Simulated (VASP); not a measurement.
Input of a VASP 6.6.1 run:

INCAR

```
  PREC = Accurate
  ENCUT = 520
  EDIFF = 1E-6
  ISMEAR = 0
  SIGMA = 0.01
  LREAL = False
  LASPH = True
  NELM = 80
  ALGO = Normal
  ISIF = 2
  LWAVE = False
  LCHARG = True
  GGA = RE
  LELF = True
  LVHAR = True
  NBANDS = 15
```

KPOINTS

```
Automatic mesh
0
Gamma
  4 4 4
```

POSCAR

```
KI
1.0
    0.0000000000      3.5327750000      3.5327750000
    3.5327750000      0.0000000000      3.5327750000
    3.5327750000      3.5327750000      0.0000000000
K I
1 1
Direct
    0.0000000000      0.0000000000      0.0000000000
    0.5000000000      0.5000000000      0.5000000000
```

Potentials or basis: VASP PAW PBE potentials, release 64 (K_sv, I).

The run is started by

```sh
$ cat potpaw_PBE.64/K_sv/POTCAR potpaw_PBE.64/I/POTCAR > POTCAR
$ mpirun -np 1 vasp_std > vasp.out
```

(1) What does it give for the band gap on the k mesh?

(2) What does it give for the pressure?

Answers

(1) 4.23 eV, direct.

(2) 1.6 GPa.

Caveat: the PAW data sets were made with another functional, which shifts forces and pressure a little; spin-orbit coupling is left out, which moves the levels of the heavy elements.

**What was measured.**

From a printed reference work, monograph, for a bulk crystal of KI: band gap 6.32 eV.

Against the measured gap of KI, 6.32 eV (a printed reference work, monograph), the calculated 4.23 eV is off by -2.09 eV. Spin-orbit coupling on I is left out. The value is that of revPBE, without temperature or zero-point motion. Semilocal functionals fall short of measured gaps as a rule.
